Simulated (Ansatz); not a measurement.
Phonon spectrum of W at 1.02 times its equilibrium volume

Theory: DFT PBE, scalar-relativistic, plane waves, PAW (Ansatz 0.2.0). Plane waves to 420 eV; Γ-centred k mesh 20×20×20; Fermi-Dirac smearing of 0.15 eV. No spin polarisation. Phonons by linear response, acoustic sum rule imposed.

The cell, relaxed in shape and atoms at 1.02 times its equilibrium volume:
```
W
1.0
     0.00000    2.03283    2.03283
     2.03283    0.00000    2.03283
     2.03283    2.03283    0.00000
W
1
Cartesian
  0.0000 0.0000 0.0000
```

In a metal, frequencies and elastic constants depend on the k mesh and the smearing, soft modes and shear constants most. Some empty bands missed the eigensolver's threshold. Spin–orbit coupling is left out, which matters for heavy elements. The q mesh is coarse, so values between its points are rough.

Force constants from linear response on a 2×2×2 q mesh.

Path: Γ–X–U | K–Γ–L–W–X. Distance along the path (Å⁻¹), then the branches (cm⁻¹, negative for imaginary):
```
0.000  0 0 0
0.193  20 20 40
0.386  39 39 78
0.580  56 56 113
0.773  70 70 143
0.966  81 81 168
1.159  89 89 186
1.352  93 93 197
1.545  95 95 201
1.614  94 96 200
1.682  94 99 199
1.750  92 105 198
1.819  90 112 195
1.887  87 119 192
1.955  83 127 188
2.023  79 136 184
2.092  74 144 179
2.092  74 144 179
2.297  57 161 164
2.502  35 139 174
2.707  -14 116 172
2.911  -30 91 158
3.116  -30 67 131
3.321  -24 44 94
3.526  -13 21 49
3.731  0 0 0
3.898  5 5 42
4.066  9 9 82
4.233  13 13 119
4.400  17 17 151
4.567  20 20 178
4.735  22 22 198
4.902  23 23 210
5.069  24 24 214
5.206  27 39 213
5.343  34 64 208
5.479  45 90 202
5.616  57 113 193
5.752  70 132 182
5.889  82 146 171
6.026  92 155 162
6.162  97 158 158
6.259  97 148 167
6.355  96 138 176
6.452  96 127 183
6.548  96 117 189
6.645  95 108 194
6.742  95 101 198
6.838  95 96 200
6.935  95 95 201
```

This fcc form isn't the element's structure at ambient conditions.

Cost: 1 run of about 1 core-minutes, on Intel Xeon Platinum 8488C (Sapphire Rapids) (shared hosts).